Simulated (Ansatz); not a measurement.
Runs of Ansatz 0.2.0 on Gd. The structure is hexagonal, space group P6_3/mmc (No. 194). The conventional cell has a = 3.636 Å, b = 3.636 Å, c = 5.783 Å, α = 90.00°, β = 90.00°, γ = 120.00°. Gd (site symmetry -6m2) is surrounded by 12 Gd at 3.57 to 3.64 Å. 

```csv
level,cutoff (eV),gap on the mesh (eV),pressure (GPa),moment (μB)
PBE0,420,none,2.1,15.84
B3LYP,420,none,2.8,15.75
PBEsol0,420,none,(b),15.75
r2SCANh,500,none,(a),15.87
```

Alike in all rows: task single point; potentials or basis Ansatz PAW; spin collinear, ferromagnetic start; cell as given; k mesh 4 × 4 × 3; smearing fermi-dirac 0.05 eV; the mesh is coarse, so values aren't converged.

Q: Estimate the missing entries.

A: (a) 1.5; (b) 0.3.

Caveats: all runs use coarse meshes; the magnetic or orbital state may not be the lowest; spin-orbit coupling is left out, which moves the levels of the heavy elements; the PAW data sets come from PBE, with cores solved anew for the run's functional, which leaves a small shift of forces and pressure; the thresholds are loose for stress.

A k mesh can miss the band edges, and the runs leave out spin-orbit coupling on Gd.

A gap of «none» marks a metal or a gap under the smearing width.
